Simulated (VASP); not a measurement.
Crystal: Mg.

```
CELL_PARAMETERS angstrom
3.20930 0.00000 0.00000
-1.60465 2.77934 0.00000
0.00000 0.00000 5.21030
ATOMIC_POSITIONS crystal
Mg 0.66667 0.33333 0.75000
Mg 0.33333 0.66667 0.25000
```

| Item | Value |
| --- | --- |
| Program | VASP 6.6.1 |
| Task | relaxation of cell and atoms |
| Functional | PBE |
| Potentials or basis | VASP PAW PBE potentials, release 64 (Mg_GW) |
| Cutoff | 630 eV |
| k mesh | 10 × 10 × 5 |
| Occupations | fermi-dirac, width 0.05 eV |
| Spin | no spin polarisation |

At the start: pressure -0.5 GPa; volume 23.24 Å³/atom.

Q: Where does the relaxation end?

A: Over 6 steps the energy falls by 2.9 meV/atom and the volume is 22.93 Å³/atom (-1.3 %); space group P6_3/mmc (No. 194, to 0.05 Å).

Step by step:
```csv
step,energy change (eV),largest force (eV/Å),pressure (GPa),volume (Å³)
1,0.0000,0.0000,-0.49,46.47
2,-0.0028,0.0000,-0.11,46.00
3,-0.0044,0.0000,0.44,45.32
4,-0.0053,0.0000,0.32,45.49
5,-0.0054,0.0000,0.34,45.47
6,-0.0058,0.0000,0.02,45.86
```

Final structure:
```
Mg
1.0
     3.16401    0.00000    0.00000
    -1.58200    2.74011    0.00000
     0.00000    0.00000    5.28942
Mg
2
Direct
  0.66667 0.33333 0.75000
  0.33333 0.66667 0.25000
```
